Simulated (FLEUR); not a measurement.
# Ni (Im-3m) in FLEUR: further runs

One crystal, Ni, is run at these levels: r2SCAN; tasks: band structure, equation of state.

Program: FLEUR MaX-R8.1 (later development tree). These are calculated values, not measurements. Logs are shortened: lines on timing, memory, paths and dates and some standing lists are left out, and cuts for length are marked.

## 1. The crystal as given

Symmetry: Im-3m, No. 229, cubic system. Conventional cell: a = 2.767 Å, b = 2.767 Å, c = 2.767 Å, α = 90.00°, β = 90.00°, γ = 90.00°. Around Ni (site symmetry m-3m) lie 8 Ni at 2.40 Å.

This isn't the form of Ni at room conditions, which is fcc.

## 2. Band structure, r2SCAN, collinear spin, ferromagnetic start

inp.xml

```xml
<?xml version="1.0" encoding="UTF-8" standalone="no"?>
<fleurInput fleurInputVersion="0.39">
   <comment>
      Ni                                                                                                  
   </comment>
   <calculationSetup>
      <cutoffs Kmax="4.67" Gmax="14.5" GmaxXC="14.5" numbands="0"/>
      <scfLoop itmax="80" minDistance="0.0001" maxIterBroyd="30" imix="Anderson" alpha="0.05" precondParam="0.0" spinf="2.0" sdNocoIR="T"/>
      <coreElectrons ctail="F" frcor="F" kcrel="0" coretail_lmax="0"/>
      <xcFunctional name="LibXC" relativisticCorrections="F">
         <LibXCName exchange="mgga_x_r2scan" correlation="mgga_c_r2scan"/>
         <AuxGGA exchange="117" correlation="130"/>
      </xcFunctional>
      <magnetism jspins="2"/>
      <soc l_soc="F" theta="0.0" phi="0.0" spav="F"/>
      <expertModes spex="0" secvar="F"/>
      <geometryOptimization l_f="F" forcealpha="1.0" forcemix="BFGS" epsdisp="0.00001" epsforce="0.00001"/>
      <ldaU l_linMix="F" mixParam="0.05" spinf="1.0"/>
   </calculationSetup>
   <cell>
      <bzIntegration valenceElectrons="18.0" mode="hist" fermiSmearingEnergy="0.00183747">
         <kPointListSelection listName="default-1"/>
         <!-- k-points included here -->
         <xi:include xmlns:xi="http://www.w3.org/2001/XInclude" href="kpts.xml"> </xi:include>
      </bzIntegration>
      <!-- symmetry operations included here -->
      <xi:include xmlns:xi="http://www.w3.org/2001/XInclude" href="sym.xml"> </xi:include>
      <bulkLattice scale="1.0">
         <bravaisMatrix>
            <row-1>   -2.6148432726721675     2.6148432726721675     2.6148432726721675</row-1>
            <row-2>    2.6148432726721675    -2.6148432726721675     2.6148432726721675</row-2>
            <row-3>    2.6148432726721675     2.6148432726721675    -2.6148432726721675</row-3>
         </bravaisMatrix>
      </bulkLattice>
   </cell>
   <atomSpecies>
      <species name="Nickel (Ni1.000" element="Ni" atomicNumber="28">
         <mtSphere radius="2.1" gridPoints="695" logIncrement="0.018"/>
         <atomicCutoffs lmax="8" lnonsphr="8"/>
         <electronConfig flipSpins="F">
            <coreConfig>(1s1/2) (2s1/2) (2p1/2) (2p3/2)</coreConfig>
            <valenceConfig>(3s1/2) (3p1/2) (3p3/2) (4s1/2) (3d3/2) (3d5/2)</valenceConfig>
            <stateOccupation state="(3d3/2)" spinUp="1.6" spinDown="1.6"/>
            <stateOccupation state="(3d5/2)" spinUp="2.9" spinDown="1.9"/>
         </electronConfig>
         <energyParameters s="4" p="4" d="3" f="4"/>
         <lo type="SCLO" l="0" n="3" eDeriv="0"/>
         <lo type="SCLO" l="1" n="3" eDeriv="0"/>
         <lo type="SCLO" l="1" n="3" eDeriv="1"/>
         <lo type="SCLO" l="2" n="3" eDeriv="2"/>
         <lo type="SCLO" l="3" n="4" eDeriv="2"/>
      </species>
   </atomSpecies>
   <atomGroups>
      <atomGroup species="Nickel (Ni1.000">
         <relPos label="                   1">.0000000000 .0000000000 .0000000000</relPos>
         <force calculate="T" relaxXYZ="TTT"/>
      </atomGroup>
   </atomGroups>
   <output dos="F" band="F" slice="F">
      <checks vchk="F" cdinf="F"/>
      <bandDOS minEnergy="-.5*Htr" maxEnergy="0.5*Htr" sigma="0.015" storeEVData="T"/>
      <vacuumDOS vacdos="F" integ="F" star="F" nstars="0" locx1="0.0" locy1="0.0" locx2="0.0" locy2="0.0" nstm="0" tworkf="0.0"/>
      <unfoldingBand unfoldBand="F" supercellX="1" supercellY="1" supercellZ="1"/>
      <plotting iplot="0" polar="F">
         <plot TwoD="T" vec1="  1.0  0.0  0.0" vec2="  0.0  1.0  0.0" vec3="  0.0  0.0  1.0" zero="  0.0  0.0  0.0" file="plot"/>
      </plotting>
      <chargeDensitySlicing numkpt="0" minEigenval="0.0" maxEigenval="0.0" nnne="0" pallst="F"/>
      <specialOutput eonly="F"/>
      <moessbauerParams electricFieldGradient="T" isomerShift="T" coreHyperfine="T" valenceHyperfine="T"/>
      <magneticCircularDichroism mcd="F" energyLo="-10.0" energyUp="0.0"/>
   </output>
  <!-- We include the file relax.xml here to enable relaxations (see documentation) -->
  <xi:include xmlns:xi="http://www.w3.org/2001/XInclude" href="relax.xml"> <xi:fallback/> </xi:include>
</fleurInput>
```

crystal.txt

```
Ni
&input cartesian=F /
-1.3837154700  1.3837154700  1.3837154700
1.3837154700  -1.3837154700  1.3837154700
1.3837154700  1.3837154700  -1.3837154700
1.8897261246
1.0 1.0 1.0

1
28 0.0000000000  0.0000000000  0.0000000000 : 1.000

&kpt div1=13 div2=13 div3=13 gamma=T /
```

inp.xml (bands)

```
<?xml version="1.0" encoding="UTF-8" standalone="no"?>
<fleurInput fleurInputVersion="0.39">
   <comment>
      Ni                                                                                                  
   </comment>
   <calculationSetup>
      <cutoffs Kmax="4.67" Gmax="14.5" GmaxXC="14.5" numbands="0"/>
      <scfLoop itmax="80" minDistance="0.0001" maxIterBroyd="30" imix="Anderson" alpha="0.05" precondParam="0.0" spinf="2.0" sdNocoIR="T"/>
      <coreElectrons ctail="F" frcor="F" kcrel="0" coretail_lmax="0"/>
      <xcFunctional name="LibXC" relativisticCorrections="F">
         <LibXCName exchange="mgga_x_r2scan" correlation="mgga_c_r2scan"/>
         <AuxGGA exchange="117" correlation="130"/>
      </xcFunctional>
      <magnetism jspins="2"/>
      <soc l_soc="F" theta="0.0" phi="0.0" spav="F"/>
      <expertModes spex="0" secvar="F"/>
      <geometryOptimization l_f="F" forcealpha="1.0" forcemix="BFGS" epsdisp="0.00001" epsforce="0.00001"/>
      <ldaU l_linMix="F" mixParam="0.05" spinf="1.0"/>
   </calculationSetup>
   <cell>
      <bzIntegration valenceElectrons="18.0" mode="hist" fermiSmearingEnergy="0.00183747">
         <kPointListSelection listName="path-1"/>
         <!-- k-points included here -->
         <xi:include xmlns:xi="http://www.w3.org/2001/XInclude" href="kpts.xml"> </xi:include>
      </bzIntegration>
      <!-- symmetry operations included here -->
      <xi:include xmlns:xi="http://www.w3.org/2001/XInclude" href="sym.xml"> </xi:include>
      <bulkLattice scale="1.0">
         <bravaisMatrix>
            <row-1>   -2.6148432726721675     2.6148432726721675     2.6148432726721675</row-1>
            <row-2>    2.6148432726721675    -2.6148432726721675     2.6148432726721675</row-2>
            <row-3>    2.6148432726721675     2.6148432726721675    -2.6148432726721675</row-3>
         </bravaisMatrix>
      </bulkLattice>
   </cell>
   <atomSpecies>
      <species name="Nickel (Ni1.000" element="Ni" atomicNumber="28">
         <mtSphere radius="2.1" gridPoints="695" logIncrement="0.018"/>
         <atomicCutoffs lmax="8" lnonsphr="8"/>
         <electronConfig flipSpins="F">
            <coreConfig>(1s1/2) (2s1/2) (2p1/2) (2p3/2)</coreConfig>
            <valenceConfig>(3s1/2) (3p1/2) (3p3/2) (4s1/2) (3d3/2) (3d5/2)</valenceConfig>
            <stateOccupation state="(3d3/2)" spinUp="1.6" spinDown="1.6"/>
            <stateOccupation state="(3d5/2)" spinUp="2.9" spinDown="1.9"/>
         </electronConfig>
         <energyParameters s="4" p="4" d="3" f="4"/>
         <lo type="SCLO" l="0" n="3" eDeriv="0"/>
         <lo type="SCLO" l="1" n="3" eDeriv="0"/>
         <lo type="SCLO" l="1" n="3" eDeriv="1"/>
         <lo type="SCLO" l="2" n="3" eDeriv="2"/>
         <lo type="SCLO" l="3" n="4" eDeriv="2"/>
      </species>
   </atomSpecies>
   <atomGroups>
      <atomGroup species="Nickel (Ni1.000">
         <relPos label="                   1">.0000000000 .0000000000 .0000000000</relPos>
         <force calculate="T" relaxXYZ="TTT"/>
      </atomGroup>
   </atomGroups>
   <output dos="F" band="T" slice="F">
      <checks vchk="F" cdinf="F"/>
      <bandDOS minEnergy="-.5*Htr" maxEnergy="0.5*Htr" sigma="0.015" storeEVData="T"/>
      <vacuumDOS vacdos="F" integ="F" star="F" nstars="0" locx1="0.0" locy1="0.0" locx2="0.0" locy2="0.0" nstm="0" tworkf="0.0"/>
      <unfoldingBand unfoldBand="F" supercellX="1" supercellY="1" supercellZ="1"/>
      <plotting iplot="0" polar="F">
         <plot TwoD="T" vec1="  1.0  0.0  0.0" vec2="  0.0  1.0  0.0" vec3="  0.0  0.0  1.0" zero="  0.0  0.0  0.0" file="plot"/>
      </plotting>
      <chargeDensitySlicing numkpt="0" minEigenval="0.0" maxEigenval="0.0" nnne="0" pallst="F"/>
      <specialOutput eonly="F"/>
      <moessbauerParams electricFieldGradient="T" isomerShift="T" coreHyperfine="T" valenceHyperfine="T"/>
      <magneticCircularDichroism mcd="F" energyLo="-10.0" energyUp="0.0"/>
   </output>
  <!-- We include the file relax.xml here to enable relaxations (see documentation) -->
  <xi:include xmlns:xi="http://www.w3.org/2001/XInclude" href="relax.xml"> <xi:fallback/> </xi:include>
</fleurInput>
```

Potentials or basis: all-electron, FLAPW.

Command:

```console
> inpgen -f crystal.txt -profile fastHighL
> # inp.xml edited to the form shown
> fleur_MPI
> fleur_MPI   # second run, on inp.xml (bands)
```

Output:

```text
Welcome to FLEUR        (www.flapw.de)
      MaX-Release 8.1          (www.max-centre.eu)
 func_ids         498         497         498         497
 MetaGGA potential functional detected - V_tau will be computed
 Auxiliary Potential for radial basis: exchange=         117  correlation=         130
The functional 'Re-regularized SCAN exchange by Furness et al' is an exchange functional, it belongs to the 'MGGA' family and is defined in the reference(s):
[1] J. W. Furness, A. D. Kaplan, J. Ning, J. P. Perdew, and J. Sun.,  J. Phys. Chem. Lett. 11, 8208-8215 (2020)
[2] J. W. Furness, A. D. Kaplan, J. Ning, J. P. Perdew, and J. Sun.,  J. Phys. Chem. Lett. 11, 9248-9248 (2020)
The functional 'Re-regularized SCAN correlation by Furness et al' is a correlation functional, it belongs to the 'MGGA' family and is defined in the reference(s):
[1] J. W. Furness, A. D. Kaplan, J. Ning, J. P. Perdew, and J. Sun.,  J. Phys. Chem. Lett. 11, 8208-8215 (2020)
[2] J. W. Furness, A. D. Kaplan, J. Ning, J. P. Perdew, and J. Sun.,  J. Phys. Chem. Lett. 11, 9248-9248 (2020)
 Using same functional for VXC and EXC

 ========== k-point set info ==========
 Selected k-point list: default-1
 k-point list type: mesh
 13 x 13 x 13
 Number of k points: 84

 ------------Calculation Setup---------------------------
 Number of MPI-tasks      :            1
 Number of PE/node        :            1
 Number of OMP-threads    :            1
 Most efficient MPI parallelization for:
           1           2           3           4           6           7          12          14          21          28          42          84
 Additional eigenvalue parallelization possible
 Number of basis functions:          172
 Approximate size of matrices (H+S) per k-point:         0.000 GB
 --------------------------------------------------------
The functional 'Hammer, Hansen, and Norskov' is an exchange functional, it belongs to the 'GGA' family and is defined in the reference(s):
[1] B. Hammer, L. B. Hansen, and J. K. Nørskov.,  Phys. Rev. B 59, 7413 (1999)
The functional 'Perdew, Burke & Ernzerhof' is a correlation functional, it belongs to the 'GGA' family and is defined in the reference(s):
[1] J. P. Perdew, K. Burke, and M. Ernzerhof.,  Phys. Rev. Lett. 77, 3865 (1996)
[2] J. P. Perdew, K. Burke, and M. Ernzerhof.,  Phys. Rev. Lett. 78, 1396 (1997)
 Using same functional for VXC and EXC
 Using auxiliary GGA potential for the first iteration of MetaGGA calculation.
 Reset of history
 Reset of history
 Iteration:     1   Distance:      30.80796410 me/bohr^3
The functional 'Hammer, Hansen, and Norskov' is an exchange functional, it belongs to the 'GGA' family and is defined in the reference(s):
[1] B. Hammer, L. B. Hansen, and J. K. Nørskov.,  Phys. Rev. B 59, 7413 (1999)
The functional 'Perdew, Burke & Ernzerhof' is a correlation functional, it belongs to the 'GGA' family and is defined in the reference(s):
[1] J. P. Perdew, K. Burke, and M. Ernzerhof.,  Phys. Rev. Lett. 77, 3865 (1996)
[2] J. P. Perdew, K. Burke, and M. Ernzerhof.,  Phys. Rev. Lett. 78, 1396 (1997)
 Using same functional for VXC and EXC
 Iteration:     2   Distance:      29.35688437 me/bohr^3
The functional 'Hammer, Hansen, and Norskov' is an exchange functional, it belongs to the 'GGA' family and is defined in the reference(s):
[1] B. Hammer, L. B. Hansen, and J. K. Nørskov.,  Phys. Rev. B 59, 7413 (1999)
The functional 'Perdew, Burke & Ernzerhof' is a correlation functional, it belongs to the 'GGA' family and is defined in the reference(s):
[1] J. P. Perdew, K. Burke, and M. Ernzerhof.,  Phys. Rev. Lett. 77, 3865 (1996)
[2] J. P. Perdew, K. Burke, and M. Ernzerhof.,  Phys. Rev. Lett. 78, 1396 (1997)
 Using same functional for VXC and EXC
 Iteration:     3   Distance:      27.51582427 me/bohr^3
The functional 'Hammer, Hansen, and Norskov' is an exchange functional, it belongs to the 'GGA' family and is defined in the reference(s):
[1] B. Hammer, L. B. Hansen, and J. K. Nørskov.,  Phys. Rev. B 59, 7413 (1999)
The functional 'Perdew, Burke & Ernzerhof' is a correlation functional, it belongs to the 'GGA' family and is defined in the reference(s):
[1] J. P. Perdew, K. Burke, and M. Ernzerhof.,  Phys. Rev. Lett. 77, 3865 (1996)
[2] J. P. Perdew, K. Burke, and M. Ernzerhof.,  Phys. Rev. Lett. 78, 1396 (1997)
 Using same functional for VXC and EXC
 Iteration:     4   Distance:      16.95299583 me/bohr^3
The functional 'Hammer, Hansen, and Norskov' is an exchange functional, it belongs to the 'GGA' family and is defined in the reference(s):
[1] B. Hammer, L. B. Hansen, and J. K. Nørskov.,  Phys. Rev. B 59, 7413 (1999)
The functional 'Perdew, Burke & Ernzerhof' is a correlation functional, it belongs to the 'GGA' family and is defined in the reference(s):
[1] J. P. Perdew, K. Burke, and M. Ernzerhof.,  Phys. Rev. Lett. 77, 3865 (1996)
[2] J. P. Perdew, K. Burke, and M. Ernzerhof.,  Phys. Rev. Lett. 78, 1396 (1997)
 Using same functional for VXC and EXC
 Iteration:     5   Distance:       2.65458549 me/bohr^3
The functional 'Hammer, Hansen, and Norskov' is an exchange functional, it belongs to the 'GGA' family and is defined in the reference(s):
[... 67 lines left out ...]
 Using same functional for VXC and EXC
 Iteration:    15   Distance:       0.00429320 me/bohr^3
The functional 'Hammer, Hansen, and Norskov' is an exchange functional, it belongs to the 'GGA' family and is defined in the reference(s):
[1] B. Hammer, L. B. Hansen, and J. K. Nørskov.,  Phys. Rev. B 59, 7413 (1999)
The functional 'Perdew, Burke & Ernzerhof' is a correlation functional, it belongs to the 'GGA' family and is defined in the reference(s):
[1] J. P. Perdew, K. Burke, and M. Ernzerhof.,  Phys. Rev. Lett. 77, 3865 (1996)
[2] J. P. Perdew, K. Burke, and M. Ernzerhof.,  Phys. Rev. Lett. 78, 1396 (1997)
 Using same functional for VXC and EXC
 Iteration:    16   Distance:       0.00219683 me/bohr^3
The functional 'Hammer, Hansen, and Norskov' is an exchange functional, it belongs to the 'GGA' family and is defined in the reference(s):
[1] B. Hammer, L. B. Hansen, and J. K. Nørskov.,  Phys. Rev. B 59, 7413 (1999)
The functional 'Perdew, Burke & Ernzerhof' is a correlation functional, it belongs to the 'GGA' family and is defined in the reference(s):
[1] J. P. Perdew, K. Burke, and M. Ernzerhof.,  Phys. Rev. Lett. 77, 3865 (1996)
[2] J. P. Perdew, K. Burke, and M. Ernzerhof.,  Phys. Rev. Lett. 78, 1396 (1997)
 Using same functional for VXC and EXC
 Iteration:    17   Distance:       0.00020022 me/bohr^3
The functional 'Hammer, Hansen, and Norskov' is an exchange functional, it belongs to the 'GGA' family and is defined in the reference(s):
[1] B. Hammer, L. B. Hansen, and J. K. Nørskov.,  Phys. Rev. B 59, 7413 (1999)
The functional 'Perdew, Burke & Ernzerhof' is a correlation functional, it belongs to the 'GGA' family and is defined in the reference(s):
[1] J. P. Perdew, K. Burke, and M. Ernzerhof.,  Phys. Rev. Lett. 77, 3865 (1996)
[2] J. P. Perdew, K. Burke, and M. Ernzerhof.,  Phys. Rev. Lett. 78, 1396 (1997)
 Using same functional for VXC and EXC
 Iteration:    18   Distance:       0.00003406 me/bohr^3

 ********************************************************************
 Run finished successfully
 Stop message:
   all done
 ********************************************************************
```

It took 35 s on 1 thread of Arm Neoverse V2, shared host; peak memory 0.09 GiB.

Results:

```
Free energy                                           : -41387.6833 eV
Band gap along the path                               : none (metal or under the smearing width)
Net moment                                            : 0.65 μB per cell
Site moments                                          : Ni +0.71 μB
Valence electrons inside the program's atomic spheres : Ni 16.65 (radii Ni 2.1 bohr)
```

Levels at the corners of the path, in eV from the Fermi level:
Spin up:
```tsv
point	band 5	band 6	band 7	band 8	band 9	band 10	band 11	band 12	band 13	band 14
Γ	-9.50	-2.75	-2.75	-2.75	-1.19	-1.19	27.49	27.49	27.49	32.73
H	-4.69	-4.69	-0.62	-0.62	-0.62	10.29	10.29	10.29	16.20	16.20
N	-5.13	-3.71	-1.29	-1.03	-0.39	0.14	6.77	19.97	21.20	24.67
Γ	-9.50	-2.75	-2.75	-2.75	-1.19	-1.19	27.49	27.49	27.49	32.73
P	-3.63	-3.63	-3.63	-1.00	-1.00	8.47	8.47	8.47	10.78	42.69
H	-4.69	-4.69	-0.62	-0.62	-0.62	10.29	10.29	10.29	16.20	16.20
P	-3.63	-3.63	-3.63	-1.00	-1.00	8.47	8.47	8.47	10.78	42.69
N	-5.13	-3.71	-1.29	-1.03	-0.39	0.14	6.77	19.97	21.20	24.67
```
Spin down:
| point | band 5 | band 6 | band 7 | band 8 | band 9 | band 10 | band 11 | band 12 | band 13 | band 14 |
| --- | --- | --- | --- | --- | --- | --- | --- | --- | --- | --- |
| Γ | -9.73 | -1.57 | -1.57 | -1.57 | -0.50 | -0.50 | 27.31 | 27.31 | 27.31 | 32.68 |
| H | -4.30 | -4.30 | 0.72 | 0.72 | 0.72 | 10.26 | 10.26 | 10.26 | 16.27 | 16.27 |
| N | -4.61 | -2.66 | -0.42 | -0.31 | -0.08 | 0.97 | 7.33 | 19.84 | 21.38 | 24.91 |
| Γ | -9.73 | -1.57 | -1.57 | -1.57 | -0.50 | -0.50 | 27.31 | 27.31 | 27.31 | 32.68 |
| P | -2.79 | -2.79 | -2.79 | -0.28 | -0.28 | 8.79 | 8.79 | 8.79 | 11.00 | 42.65 |
| H | -4.30 | -4.30 | 0.72 | 0.72 | 0.72 | 10.26 | 10.26 | 10.26 | 16.27 | 16.27 |
| P | -2.79 | -2.79 | -2.79 | -0.28 | -0.28 | 8.79 | 8.79 | 8.79 | 11.00 | 42.65 |
| N | -4.61 | -2.66 | -0.42 | -0.31 | -0.08 | 0.97 | 7.33 | 19.84 | 21.38 | 24.91 |

Core levels (eV from the Fermi level):
| atom | levels |
| --- | --- |
| 1 Ni | 1s1/2 -8202.9, 2s1/2 -973.4, 2p1/2 -847.7, 2p3/2 -830.2 |

Caveat: the meta-GGA is that of a development version, with a GGA for the radial functions and cores and without core tails.

(Continued in part 2 of 2.)
